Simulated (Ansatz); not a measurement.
ZnS in Ansatz: the effect of functional

The system is ZnS.

```xyz
2
Lattice="0.0000 2.7020 2.7020 2.7020 0.0000 2.7020 2.7020 2.7020 0.0000" Properties=species:S:1:pos:R:3 pbc="T T T"
Zn    4.0530    4.0530    4.0530
S     0.0000    0.0000    0.0000
```

Alike in all runs:

```yaml
Program: Ansatz 0.2.0
Task: single point
Potentials_or_basis: all-electron PAW datasets made for the crystal
k_mesh: 6 × 6 × 6
Occupations: fermi-dirac, width 0.05 eV
Spin: no spin polarisation
```

One run gave: gap on the mesh 4.01 eV; pressure 0.7 GPa. Which functional did it use?
A. PBEsol
B. PBE0
C. HSE06
D. PBE

B.

| functional | cutoff | gap on the mesh (eV) | pressure (GPa) |
| --- | --- | --- | --- |
| PBEsol | 280 eV (chosen from the basis error) | 1.97 | -1.9 |
| HSE06 | 310 eV (chosen from the basis error) | 3.34 | 0.9 |
| PBE0 | 310 eV (chosen from the basis error) | 4.01 | 0.7 |
| PBE | 280 eV (chosen from the basis error) | 2.11 | 1.6 |

